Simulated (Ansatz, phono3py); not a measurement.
## BaO (Fm-3m): lattice thermal conductivity

How well does the lattice of BaO conduct heat?

Experimental results on record:
- thermal conductivity 2.3 W/m/K near room temperature (given in “Combining the AFLOW GIBBS and Elastic Libraries to efficiently and robustly screen thermo-mechanical properties of solids”, 2017, arXiv:1611.05714)
- thermal conductivity 2.3 W/m/K near room temperature (given in “Predicting the lattice thermal conductivity of solids by solving the Boltzmann transport equation: AFLOW - AAPL an automated, accurate and efficient framework”, 2017, arXiv:1611.05481)

Main program and level: Ansatz 0.2.0; DFT LDA, scalar-relativistic, plane waves, PAW; PAW set soft_1.

Report form: the programs' logs are mostly left out.

The database entry behind the starting cell differs from later determinations by our own check (about 0.7 % short), so it need not match the best structure at ambient conditions.

## (1) The structure

Symmetry: Fm-3m, No. 225, cubic system. The conventional cell has a = 5.500 Å, b = 5.500 Å, c = 5.500 Å, α = 90.00°, β = 90.00°, γ = 90.00°. Ba has 6 O at 2.75 Å nearest. Nearest to O lie 6 Ba at 2.75 Å. Farther neighbours and most contacts between anions are not listed.

## (2) Probe on a coarse mesh

A cheap single point shows whether the cell is a metal or an insulator and how far it is from rest; that sets the k-mesh and the occupations of what follows.

input.yaml reads:

```yaml
crystal:
  lattice:
    - [0.0, 2.75, 2.75]
    - [2.75, 0.0, 2.75]
    - [2.75, 2.75, 0.0]
  atoms:
    - { symbol: Ba, position: [0.0, 0.0, 0.0] }
    - { symbol: O, position: [0.5, 0.5, 0.5] }
kpoints:
  mp_grid: { grid: [6, 6, 6] }
hamiltonian:
  xc: lda
  pseudopotentials: { kind: paw, azcp: { folder: soft_1 }, xc_functional: pbe }
scf:
  occupations: { method: gaussian, width: 0.1 }
  lower_state_search: "off"
output:
  forces: true
  stress: true
  eigenvalues: true
```

Started as:

```console
$ ansatz run input.yaml --threads 8 --pin off --max-ram 19456MiB --backend cpu --events-out ev --progress --plain --runs-dir out
```

Run time: 0.84 s. Hardware: 8 threads of Arm Neoverse V1, shared host; peak memory 0.29 GiB.

Numbers from this step:

```yaml
pressure: -2.850 GPa
gap_on_the_k_mesh: 1.828 eV
volume_per_atom: 20.80 Å³/atom
```

The start is under -2.8 GPa at this level and looks like an insulator or semiconductor on this mesh.

## (3) Relaxation

Phonons are second derivatives about a minimum, so cell and atoms are relaxed first, inside the symmetry of the start.

input.yaml, the sections that differ from step 2:

```yaml
kpoints:
  mp_grid: { grid: [8, 8, 8] }
scf:
  occupations: { method: gaussian, width: 0.02 }
  lower_state_search: "off"
relax:
  adjacent_minimum: "off"
  f_tol: 0.005
  max_steps: 80
  cell: { stress_tol: 0.05 }
# crystal, hamiltonian, output: as in step 2
```

It took 1.8 s on 8 threads; peak memory 0.33 GiB; 9.6 s of CPU time.

The steps of the relaxation:

```tsv
step	energy less that of the first step (eV)	largest force component (eV/Å)	pressure (GPa)	volume (Å³)
1	0.0000	0.0000	-2.85	41.59
2	0.0423	0.0000	7.67	37.28
3	-0.0155	0.0000	-0.37	40.33
4	-0.0161	0.0000	0.02	40.15
5*	-0.0135	0.0000	-0.07	40.15
6	-0.0136	0.0000	0.00	40.12
7*	-0.0135	0.0000	0.00	40.12
```

Relaxation steps marked * repeat the geometry before them on a plane-wave basis chosen anew for their cell, so energy and pressure can jump there. Relaxation step 2 was tried and not accepted.

The run keeps the 48 symmetry operations that it works with, so distortions that break them were not tested.

```tsv
conventional cell, symmetrised	before	after	change
a (Å)	5.500	5.434	-1.2 %
b (Å)	5.500	5.434	-1.2 %
c (Å)	5.500	5.434	-1.2 %
volume (Å³/atom)	20.80	20.06	-3.5 %
```

Final coordinates:

```cif
data_structure
_symmetry_space_group_name_H-M 'P 1'
_symmetry_Int_Tables_number 1
_cell_length_a 3.8425
_cell_length_b 3.8425
_cell_length_c 3.8425
_cell_angle_alpha 60.000
_cell_angle_beta 60.000
_cell_angle_gamma 60.000
_cell_volume 40.12
loop_
_atom_site_label
_atom_site_type_symbol
_atom_site_fract_x
_atom_site_fract_y
_atom_site_fract_z
_atom_site_occupancy
Ba1 Ba 0.00000 0.00000 0.00000 1
O2 O 0.50000 0.50000 0.50000 1
```

This step gave:

* pressure: -0.003534 GPa
* gap on the k-mesh: 1.687 eV
* volume per atom: 20.06 Å³/atom

The relaxation ends with a pressure of 0.00 GPa.

## (4) Tight relaxation

The relaxation is repeated with tighter thresholds on force and stress, since phonons are sensitive to what is left; a change of mesh or smearing in the input moves the cell too.

input.yaml, the sections that differ from step 3:

```yaml
crystal:
  lattice:
    - [0.0, 2.7170914796, 2.7170914796]
    - [2.7170914796, 0.0, 2.7170914796]
    - [2.7170914796, 2.7170914796, 0.0]
  atoms:
    - { symbol: Ba, position: [0.0, 0.0, 0.0] }
    - { symbol: O, position: [0.5, 0.5, 0.5] }
kpoints:
  mp_grid: { grid: [9, 9, 9] }
scf:
  occupations: { method: fixed }
  lower_state_search: "off"
relax:
  adjacent_minimum: "off"
  f_tol: 0.001
  max_steps: 60
  cell: { stress_tol: 0.01 }
# hamiltonian, output: as in step 3
```

The job ended after 0.69 s (8 threads; peak memory 0.32 GiB; 3.5 s of CPU time).

Little changed from the start: no atom moved by 0.005 Å and no cell edge by 0.1 %.

This step gave:

* pressure: -0.004025 GPa
* gap on the k-mesh: 1.776 eV

The residual pressure is -0.0040 GPa, small enough for phonons.

## (5) A faulty attempt

This input was changed on purpose, to see how the program answers.

input.yaml, the sections that differ from step 4:

```yaml
kpoints:
  mp_grid: { grid: [6, 6, 6] }
scf:
  occupations: { method: fixed }
  lower_state_search: "off"
  max_iter: 50
output:
  eigenvalues: true
phonons:
  supercell: [2, 2, 2]
  dielectric: false
  third_order: { supercell: [2, 2, 2], pair_cutoff: 2.867 }
  lattice_thermal_conductivity:
    qmesh: [11, 12, 13]
    temperatures: [300]
    isotope_mass_variance:
      - { species: Ba, variance: 6.237e-05 }
      - { species: O, variance: 3.359e-05 }
# crystal, hamiltonian: as in step 4
# relax: removed
```

Wall time 0.12 s (8 threads); peak memory 0.095 GiB.

The input was rejected at the start.

The program's message: “Error: invalid value for `phonons.lattice_thermal_conductivity.qmesh`: [11, 12, 13] is not mapped onto itself by every operation of the crystal's point group, which phonons.lattice_thermal_conductivit …”

The fault put into the input: a q mesh that breaks the point group.

## (6) Third-order constants on small settings

A small supercell and a short cutoff cost little, and show how far such settings carry.

input.yaml, the sections that differ from step 5:

```yaml
kpoints:
  mp_grid: { grid: [8, 8, 8] }
scf:
  occupations: { method: fixed }
  lower_state_search: "off"
phonons:
  method: fd
  dielectric: true
  qmesh: [4, 4, 4]
  temperatures: { t_max: 1000, t_step: 50 }
  qpath:
    path:
      - [[0.0, 0.0, 0.0], [0.5, 0.0, 0.5], [0.625, 0.25, 0.625]]
      - [[0.375, 0.375, 0.75], [0.0, 0.0, 0.0], [0.5, 0.5, 0.5], [0.5, 0.25, 0.75], [0.5, 0.0, 0.5]]
    npoints: 10
  third_order: { supercell: [2, 2, 2], pair_cutoff: 2.867 }
  lattice_thermal_conductivity:
    qmesh: [11, 11, 11]
    temperatures: [50.0, 100.0, 150.0, 200.0, 300.0, 400.0, 500.0, 600.0, 800.0, 1000.0]
    isotope_mass_variance:
      - { species: Ba, variance: 6.237e-05 }
      - { species: O, variance: 3.359e-05 }
# crystal, hamiltonian, output: as in step 5
```

The job ended after 3.8 min (8 threads; peak memory 1.7 GiB; 29 min of CPU time).

Numbers from this step:

| Item | Value |
| --- | --- |
| Γ frequencies | 0, 0, 0, 83.24, 83.24, 83.24 cm⁻¹ (negative: imaginary) |
| lowest frequency on the path | 0 cm⁻¹ |
| zero-point energy | 0.05856 eV/cell |
| point group | m-3m |
| highest frequency | 404.3 cm⁻¹ |
| Debye temperature from the second moment | 336 K |
| κ at 300 K (relaxation time) | 6.553 W/m/K |
| κ at 300 K (full solution) | 6.83 W/m/K |
| dipole term | run |
| mean free path at half of κ | 20.5 nm |
| share of κ above the three lowest branches | 0.245 |
| third-order blocks | 38 |
| periodic aliases dropped | 0 |
| largest relative sum-rule correction | 0.1615 |
| displaced cells, third order | 22 |

W/m/K. Kappa, by row:

```tsv
T (K)	RTA xx	RTA yy	RTA zz	full xx	full yy	full zz	coherence part xx	coherence part yy	coherence part zz	ending	iterations	least Ritz value
50	37.24	37.24	37.24	39.76	39.76	39.76	0.04474	0.04474	0.04474	converged	8	0.513
100	15.95	15.95	15.95	16.73	16.73	16.73	0.1004	0.1004	0.1004	converged	8	0.497
150	11.36	11.36	11.36	11.86	11.86	11.86	0.1294	0.1294	0.1294	converged	8	0.496
200	9.073	9.073	9.073	9.463	9.463	9.463	0.15	0.15	0.15	converged	8	0.495
300	6.553	6.553	6.553	6.83	6.83	6.83	0.1831	0.1831	0.1831	converged	8	0.495
400	5.157	5.157	5.157	5.371	5.371	5.371	0.2102	0.2102	0.2102	converged	8	0.495
500	4.272	4.272	4.272	4.446	4.446	4.446	0.2328	0.2328	0.2328	converged	8	0.495
600	3.663	3.663	3.663	3.809	3.809	3.809	0.2517	0.2517	0.2517	converged	8	0.495
800	2.882	2.882	2.882	2.993	2.993	2.993	0.2815	0.2815	0.2815	converged	8	0.495
1000	2.404	2.404	2.404	2.494	2.494	2.494	0.304	0.304	0.304	converged	8	0.495
```

This rung gives 6.55 W/(m K) at 300 K by relaxation time, but with 16 atoms, 1 neighbour distance inside the cutoff and a 11×11×11 mesh it is a test, not the conductivity of the crystal.

## (7) Third-order constants and the Boltzmann equation, k-mesh 6×6×6, third order supercell 3×3×3

Pairs of atoms inside the cutoff are displaced in a supercell, the forces give the cubic constants, and these give the three-phonon rates of the Boltzmann equation.

input.yaml, the sections that differ from step 6:

```yaml
kpoints:
  mp_grid: { grid: [6, 6, 6] }
phonons:
  method: fd
  dielectric: true
  qmesh: [6, 6, 6]
  temperatures: { t_max: 1000, t_step: 50 }
  qpath:
    path:
      - [[0.0, 0.0, 0.0], [0.5, 0.0, 0.5], [0.625, 0.25, 0.625]]
      - [[0.375, 0.375, 0.75], [0.0, 0.0, 0.0], [0.5, 0.5, 0.5], [0.5, 0.25, 0.75], [0.5, 0.0, 0.5]]
    npoints: 10
  third_order: { supercell: [3, 3, 3], pair_cutoff: 3.993 }
  lattice_thermal_conductivity:
    qmesh: [19, 19, 19]
    temperatures: [50.0, 100.0, 150.0, 200.0, 300.0, 400.0, 500.0, 600.0, 800.0, 1000.0]
    isotope_mass_variance:
      - { species: Ba, variance: 6.237e-05 }
      - { species: O, variance: 3.359e-05 }
# crystal, hamiltonian, scf, output: as in step 6
```

It took 23 min on 8 threads; peak memory 10 GiB; 3 h of CPU time.

Numbers from this step:

```yaml
gamma_frequencies: 0, 0, 0, 82.56, 82.56, 82.56 cm⁻¹ (negative: imaginary)
zero_point_energy: 0.05855 eV/cell
highest_frequency: 404.6 cm⁻¹
kappa_at_300_k_relaxation_time: 3.307 W/m/K
kappa_at_300_k_full_solution: 3.556 W/m/K
mean_free_path_at_half_of_kappa: 3.49 nm
share_of_kappa_above_the_three_lowest_branches: 0.303
third_order_blocks: 350
periodic_aliases_dropped: 24
largest_relative_sum_rule_correction: 0.2409
displaced_cells_third_order: 75
```

LO-TO term included. Phonon branches along the path, in cm⁻¹:

```tsv
point	branch 1	branch 2	branch 3	branch 4	branch 5	branch 6
Γ	0	0	0	83	83	405
halfway	59	59	114	127	127	333
X	72	72	116	116	130	154
halfway	78	92	130	132	155	172
U	78	116	125	160	169	256
jump to K	78	116	125	160	169	256
halfway	50	71	121	147	194	378
Γ	0	0	0	83	83	405
halfway	46	46	111	170	170	399
L	61	61	162	221	221	389
halfway	73	92	146	192	198	331
W	98	115	115	154	154	263
halfway	90	91	129	132	156	208
X	72	72	116	116	130	154
```

W/m/K. Kappa, by row:

```tsv
T (K)	RTA xx	RTA yy	RTA zz	full xx	full yy	full zz	coherence part xx	coherence part yy	coherence part zz	ending	iterations	least Ritz value
50	24.66	24.66	24.66	26.96	26.96	26.96	0.04499	0.04499	0.04499	converged	8	0.536
100	8.908	8.908	8.908	9.626	9.626	9.626	0.08514	0.08514	0.08514	converged	8	0.522
150	6.009	6.009	6.009	6.475	6.475	6.475	0.1196	0.1196	0.1196	converged	8	0.52
200	4.674	4.674	4.674	5.033	5.033	5.033	0.1463	0.1463	0.1463	converged	8	0.52
300	3.307	3.307	3.307	3.556	3.556	3.556	0.188	0.188	0.188	converged	8	0.52
400	2.597	2.597	2.597	2.787	2.787	2.787	0.2211	0.2211	0.2211	converged	8	0.52
500	2.164	2.164	2.164	2.318	2.318	2.318	0.2485	0.2485	0.2485	converged	8	0.52
600	1.876	1.876	1.876	2.005	2.005	2.005	0.2718	0.2718	0.2718	converged	8	0.52
800	1.517	1.517	1.517	1.615	1.615	1.615	0.3089	0.3089	0.3089	converged	8	0.52
1000	1.306	1.306	1.306	1.384	1.384	1.384	0.3366	0.3366	0.3366	converged	8	0.52
```

The lattice thermal conductivity by temperature:

```tsv
temperature (K)	RTA xx (W/m/K)	full xx (W/m/K)
50	24.7	27.0
100	8.91	9.63
150	6.01	6.47
200	4.67	5.03
300	3.31	3.56
400	2.60	2.79
500	2.16	2.32
600	1.88	2.00
800	1.52	1.61
1000	1.31	1.38
```

The modes has structure finer than the step of the table below, so its rows give means over 20 cm⁻¹, whole bins alone (the curve runs from -10 to 426 cm⁻¹). Peaks (cm⁻¹: height): Ba 75.0: 0.0478, 132.6: 0.042; O 160.1: 0.0302, 376.8: 0.00849.

Phonopy on the run's constants, 19x19x19 mesh, Gaussian sigma 3.1 cm⁻¹. The modes by wavenumber; means over each step; values in 1/cm⁻¹/cell:

```tsv
wavenumber (cm⁻¹)	Ba	O
0	4.2e-5	2.9e-6
20	0.00122	6.9e-5
40	0.00791	1.6e-4
60	0.0317	3.5e-4
80	0.0393	0.00109
100	0.0197	0.00136
120	0.0186	0.00641
140	0.0250	0.0147
160	0.00487	0.0265
180	1.9e-4	0.0235
200	8.4e-5	0.0236
220	3.5e-5	0.00672
240	4.3e-5	0.00210
260	4.9e-5	0.00342
280	6.2e-5	0.00435
300	7.5e-5	0.00490
320	1.0e-4	0.00570
340	1.5e-4	0.00640
360	2.2e-4	0.00720
380	3.3e-4	0.00802
400	2.7e-4	0.00342
```

Distinct triplets, nearest first. Third order norms, by row:

```tsv
sites	side 1 (Å)	side 2 (Å)	side 3 (Å)	norm of the 27 components (eV/Å³)
Ba-Ba-Ba	0	0	0	0
O-O-O	0	0	0	0
Ba-O-O	0	2.72	2.72	7.033
Ba-O-Ba	0	2.72	2.72	9.212
Ba-O-O	2.72	2.72	3.84	0.948
Ba-O-Ba	2.72	2.72	3.84	0.827
Ba-Ba-Ba	0	3.84	3.84	2.062
Ba-Ba-Ba	3.84	3.84	3.84	0.103
O-O-O	0	3.84	3.84	1.075
O-O-O	3.84	3.84	3.84	0.119
```

Born charge (rows field, columns displacement) (e), principal values of the symmetric part by kind of site:

```tsv
atom	atoms with these values	low	middle	high	mean
Ba1	1	2.80	2.80	2.80	2.80
O2	1	-2.80	-2.80	-2.80	-2.80
```

In full for O2:

```
-2.80  0.00  0.00
 0.00 -2.80  0.00
 0.00  0.00 -2.80
```

RTA, 300 K. Kappa by branch, by row:

```tsv
branch (by rank)	mean frequency (THz)	mean rms speed (km/s)	median lifetime (ps)	share of kappa
1	2.02	1.11	1.11	0.16
2	2.45	1.77	2.01	0.345
3	3.88	1.56	1.09	0.192
4	4.86	2.55	0.167	0.055
5	5.41	2.46	0.135	0.047
6	9.7	4.44	0.412	0.201
```

The spectral kappa at 300 K by frequency; read off at these points; values in W/m/K/THz:

```tsv
frequency (THz)	relaxation time (W/m/K/THz)	full solution (W/m/K/THz)
0.25	0.387	0.390
0.75	0.721	0.750
1.25	0.491	0.558
1.75	0.512	0.556
2.25	0.7	0.733
2.75	0.772	0.828
3.25	0.326	0.350
3.75	0.215	0.233
4.25	0.302	0.339
4.75	0.290	0.329
5.25	0.256	0.317
5.75	0.107	0.120
6.25	0.0543	0.0466
6.75	0.0163	0.0115
7.25	0.0397	0.0269
7.75	0.048	0.0442
8.25	0.0658	0.0696
8.75	0.113	0.123
9.25	0.126	0.140
9.75	0.145	0.164
10.25	0.156	0.172
10.75	0.190	0.204
11.25	0.160	0.175
11.75	0.0452	0.0555
12.25	3.9e-4	0.00109
```

(Continued in part 2 of 2.)

[Logs are printed without paths, hosts, clocks, repeated set-up lines and the standing remarks that a program may print on its own settings, such as how far it seeks lower states.]

[Hosts, paths, dates, database ids (printed as entryN), source tags and the programs' standing remarks are cut or masked in the printed files.]

[A step with changed settings may run another functional than the one named; its input shows which.]
